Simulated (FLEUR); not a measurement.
# 1 ML Co on Pd(111), 3 substrate layers: from one collinear state to anisotropy, part 2 of 2

Wanted: anisotropy for 1 ML Co on Pd(111), 3 substrate layers, with the cost of each step.

FLEUR MaX-R8.1; PBE; all-electron FLAPW film, Dirac cores, scalar-relativistic bands.

So far. Step 2 (The magnetic state): After 145 cycles the largest moment stands at 2.11 μB.

**5. Spin–orbit coupling, moments along z**

Level of this step: PBE; all-electron FLAPW film, Dirac cores, scalar-relativistic bands with spin-orbit coupling (FLEUR).

Spin–orbit coupling ties the spins to the lattice and lets orbital moments form.

A new self-consistent run of the start ferro +, with the moments along z. The k list default-1 (kpts.xml, not shown) is a Γ-centred 27×27×1 mesh.

Input file inp.xml:

```
<?xml version="1.0" encoding="UTF-8" standalone="no"?>
<fleurInput fleurInputVersion="0.39">
   <comment>
      CoPd3
   </comment>
   <calculationSetup>
      <cutoffs Kmax="3.6" Gmax="10.8" GmaxXC="10.8" numbands="145"/>
      <scfLoop itmax="150" minDistance="0.00002" maxIterBroyd="15" imix="Anderson" alpha="0.03" precondParam="0.0" spinf="2.0" sdNocoIR="T"/>
      <coreElectrons ctail="T" frcor="F" kcrel="0" coretail_lmax="0"/>
      <xcFunctional name="pbe" relativisticCorrections="F"/>
      <magnetism jspins="2"/>
      <soc l_soc="T" theta="0.0" phi="0.0" spav="F"/>
      <expertModes spex="0" secvar="F"/>
      <geometryOptimization l_f="F" forcealpha="1.0" forcemix="BFGS" epsdisp="0.00001" epsforce="0.00001"/>
      <ldaU l_linMix="F" mixParam="0.05" spinf="1.0"/>
   </calculationSetup>
   <cell>
      <bzIntegration valenceElectrons="65.0" mode="hist" fermiSmearingEnergy="0.00183747">
         <kPointListSelection listName="default-1"/>
         <xi:include xmlns:xi="http://www.w3.org/2001/XInclude" href="kpts.xml"> </xi:include>
      </bzIntegration>
      <xi:include xmlns:xi="http://www.w3.org/2001/XInclude" href="sym.xml"> </xi:include>
      <filmLattice scale="1.0" dVac="17.96" dTilda="20.46">
         <bravaisMatrixFilm>
            <row-1>    5.1978801593681707     0.0000001204133487</row-1>
            <row-2>   -2.5989401839780708     4.5014962036302819</row-2>
         </bravaisMatrixFilm>
         <vacuumEnergyParameters vacuum="1" spinUp="-.25" spinDown="-.25"/>
         <vacuumEnergyParameters vacuum="2" spinUp="-.25" spinDown="-.25"/>
      </filmLattice>
   </cell>
   <atomSpecies>
      <species name="Palladium (Pd)" element="Pd" atomicNumber="46">
         <mtSphere radius="2.36" gridPoints="781" logIncrement="0.016"/>
         <atomicCutoffs lmax="8" lnonsphr="6"/>
         <electronConfig flipSpins="F">
            <coreConfig>(1s1/2) (2s1/2) (2p1/2) (2p3/2) (3s1/2) (3p1/2) (3p3/2) (4s1/2) (3d3/2) (3d5/2)</coreConfig>
            <valenceConfig>(4p1/2) (4p3/2) (5s1/2) (4d3/2) (4d5/2)</valenceConfig>
            <stateOccupation state="(5s1/2)" spinUp="0.500000" spinDown="0.500000"/>
            <stateOccupation state="(4d3/2)" spinUp="1.800000" spinDown="1.800000"/>
            <stateOccupation state="(4d5/2)" spinUp="2.700000" spinDown="2.700000"/>
         </electronConfig>
         <energyParameters s="5" p="5" d="4" f="4"/>
         <lo type="SCLO" l="1" n="4" eDeriv="0"/>
      </species>
      <species name="Cobalt (Co2.000" element="Co" atomicNumber="27">
         <mtSphere radius="2.36" gridPoints="781" logIncrement="0.016"/>
         <atomicCutoffs lmax="8" lnonsphr="6"/>
         <electronConfig flipSpins="F">
            <coreConfig>(1s1/2) (2s1/2) (2p1/2) (2p3/2)</coreConfig>
            <valenceConfig>(3s1/2) (3p1/2) (3p3/2) (4s1/2) (3d3/2) (3d5/2)</valenceConfig>
            <stateOccupation state="(3d3/2)" spinUp="1.5" spinDown="1.3"/>
            <stateOccupation state="(3d5/2)" spinUp="3.0" spinDown="1.2"/>
         </electronConfig>
         <energyParameters s="4" p="4" d="3" f="4"/>
         <lo type="SCLO" l="0" n="3" eDeriv="0"/>
         <lo type="SCLO" l="1" n="3" eDeriv="0"/>
      </species>
   </atomSpecies>
   <atomGroups>
      <atomGroup species="Palladium (Pd)">
         <filmPos label="                   1">.0000000000 .0000000000 -6.2193793403</filmPos>
         <force calculate="T" relaxXYZ="TTT"/>
      </atomGroup>
      <atomGroup species="Palladium (Pd)">
         <filmPos label="                   2">-1.000/3.000 1.000/3.000 -1.9752408376</filmPos>
         <force calculate="T" relaxXYZ="TTT"/>
      </atomGroup>
      <atomGroup species="Palladium (Pd)">
         <filmPos label="                   3">1.000/3.000 -1.000/3.000 2.2688976650</filmPos>
         <force calculate="T" relaxXYZ="TTT"/>
      </atomGroup>
      <atomGroup species="Cobalt (Co2.000">
         <filmPos label="                   4">.0000000000 .0000000000 6.2193793403</filmPos>
         <force calculate="T" relaxXYZ="TTT"/>
      </atomGroup>
   </atomGroups>
   <output dos="F" band="F" slice="F">
      <bandDOS minEnergy="-.5*Htr" maxEnergy="0.5*Htr" sigma="0.015" storeEVData="T"/>
      <plotting iplot="0" polar="F">
         <plot TwoD="T" vec1="  1.0  0.0  0.0" vec2="  0.0  1.0  0.0" vec3="  0.0  0.0  1.0" zero="  0.0  0.0 -0.5" file="plot"/>
      </plotting>
      <moessbauerParams electricFieldGradient="F" isomerShift="F" coreHyperfine="F" valenceHyperfine="F"/>
   </output>
</fleurInput>
```

Input file crystal.txt:

```
CoPd3
&input film=T cartesian=F /
2.75059972538  0.00000006372  0.00000000000
-1.37529991788  2.38208920596  0.00000000000
0.00000000000  0.00000000000  1.00000000000
1.8897261246
1.0 1.0 1.0

4
46 0.00000000000  0.00000000000  -6.21937934028
46 0.66666666667  0.33333333333  -1.97524083762
46 0.33333333333  0.66666666667  2.26889766504
27 0.00000000000  0.00000000000  6.21937934028 : 2.000

&soc 0.0000000 0.0000000 /
&kpt div1=27 div2=27 div3=1 gamma=T /
```

The run is started by

```console
OMP_NUM_THREADS=1 inpgen -f crystal.txt > inpgen.log  # inp.xml is then edited as shown
OMP_NUM_THREADS=1 mpirun -n 4 fleur_MPI > fleur.log
```

What it wrote:

```text
[banner, memory and clock lines left out]
Welcome to FLEUR        (www.flapw.de)
      MaX-Release 8.1          (www.max-centre.eu)

 ========== k-point set info ==========
 Selected k-point list: default-1
 k-point list type: mesh
 0 x 0 x 0
 Number of k points: 248

 [... set-up left out ...]
 Iteration:     1   Distance:      44.93024252 me/bohr^3
 Iteration:     2   Distance:      66.71271080 me/bohr^3
 Iteration:     3   Distance:      24.12982408 me/bohr^3
 Iteration:     4   Distance:      36.27549503 me/bohr^3
 Iteration:     5   Distance:      38.37684050 me/bohr^3
 Iteration:     6   Distance:      18.94673416 me/bohr^3
 Iteration:     7   Distance:      17.15217747 me/bohr^3
 Iteration:     8   Distance:      14.85044857 me/bohr^3
 Iteration:     9   Distance:      16.89369032 me/bohr^3
 Iteration:    10   Distance:       8.78309166 me/bohr^3
[... 54 iterations left out ...]
 Iteration:    65   Distance:       0.00030997 me/bohr^3
 Iteration:    66   Distance:       0.00014533 me/bohr^3
 Iteration:    67   Distance:       0.00026554 me/bohr^3
 Iteration:    68   Distance:       0.00009266 me/bohr^3
 Iteration:    69   Distance:       0.00003585 me/bohr^3
 Iteration:    70   Distance:       0.00002234 me/bohr^3
 Iteration:    71   Distance:       0.00004483 me/bohr^3
 Iteration:    72   Distance:       0.00018006 me/bohr^3
 Iteration:    73   Distance:       0.00003054 me/bohr^3
 Iteration:    74   Distance:       0.00001185 me/bohr^3

 ********************************************************************
 Run finished successfully
 Stop message:
   all done
 ********************************************************************

--- out.xml (last complete iteration) ---
<iteration numberForCurrentRun="   74" overallNumber="   74">
         [... left out ...]
         <bandgap value="0.0001478595" units="eV"/>
         <sumValenceSingleParticleEnergies value="-67.6570115118" units="Htr"/>
         <FermiEnergy value="-0.1744115377" units="Htr"/>
         [... left out ...]
         <magneticMomentsInMTSpheres units="muBohr">
            <globalMagMoment atomType="1" vec="0.00000   0.00000   0.08137"/>
            <globalMagMoment atomType="2" vec="0.00000   0.00000   0.21797"/>
            <globalMagMoment atomType="3" vec="0.00000   0.00000   0.33741"/>
            <globalMagMoment atomType="4" vec="0.00000   0.00000   2.06916"/>
         </magneticMomentsInMTSpheres>
         <orbitalMomentsInMTSpheres units="muBohr">
            <globalMagMoment atomType="1" vec="0.00000   0.00000   0.00651"/>
            <globalMagMoment atomType="2" vec="0.00000   0.00000   0.02443"/>
            <globalMagMoment atomType="3" vec="0.00000   0.00000   0.03331"/>
            <globalMagMoment atomType="4" vec="0.00000   0.00000   0.14275"/>
         </orbitalMomentsInMTSpheres>
         [... left out ...]
         <totalEnergy value="   -16534.5689858604" units="Htr">
            <sumOfEigenvalues value="    -9928.1780958194">
               <coreElectrons value="-9860.5210843077"/>
               <valenceElectrons value="-67.6570115118"/>
            </sumOfEigenvalues>
         [... left out ...]
            <freeEnergy value="-16534.5709516974"/>
            <extrapolationTo0K value="-16534.5699687789"/>
         </totalEnergy>
         <densityConvergence units="me/bohr^3">
            <chargeDensity spin="1" distance="0.0000040939"/>
            <chargeDensity spin="2" distance="0.0000107796"/>
            <overallChargeDensity distance="0.0000111978"/>
            <spinDensity distance="0.0000118545"/>
         </densityConvergence>
      </iteration>
```

Wall time 55 min (4 MPI ranks of Arm Neoverse V1, shared host); peak memory 1.3 GiB; 3.6 h of CPU time.

Spin moment in the muffin-tin sphere by atom:

```
atom  spin moment in the muffin-tin sphere (μB)
 Pd1                                       0.08
 Pd2                                       0.22
 Pd3                                       0.34
 Co4                                       2.07
```

This step gave:

```
free energy                                                       : -449928.5966 eV
program's band gap on this mesh (in a metal only a level spacing) : 1.48e-4 eV
magnetization                                                     : 2.595 μB
final state                                                       : ferromagnetic
orbital moment along the spin                                     : 0.1427 μB
```

Orbital moment in the sphere, along the spin axis by atom:

```
atom  orbital moment in the sphere, along the spin axis (μB)
 Pd1                                                   0.007
 Pd2                                                   0.024
 Pd3                                                   0.033
 Co4                                                   0.143
```

**6. Results**

| Quantity | Value |
| --- | --- |
| reference state | ferromagnetic |
| largest sphere moment | 2.11 μB |
| easy direction of those tried | not resolved |
| energy along x less z, force theorem | 0.00457 meV a primitive cell |
| orbital moment on the atom of largest spin, along its spin (spin–orbit run) | 0.143 μB |

What this shows: The lowest directions differ by less than these runs resolve; shape anisotropy is not included. The difference for the second direction goes from 0.27 meV (mesh 17×17×1, 129 states, 7.9 min of CPU time) to 0.0046 meV (mesh 27×27×1, 129 states, 19 min), so it is not converged. The orbital moment is parallel to the spin, as Hund's third rule has it for a shell over half filled. The state was typed, and no other order was converged beside it, so it need not be the ground state. A substrate of 3 unrelaxed layers is a model; thickness and relaxation can move these numbers.

[Logs and program files are shortened in this print: banners, set-up blocks, solver, clock and traceback lines can be left out without a mark of their own.]

[Logs are printed without paths, hosts, clocks, repeated set-up lines and the standing remarks that a program may print on its own settings, such as how far it seeks lower states.]

[Hosts, paths, dates, database ids (printed as entryN), source tags and the programs' standing remarks are cut or masked in the printed files.]

[Where a cell is said to come from a database of computed structures, the database is the Materials Project.]
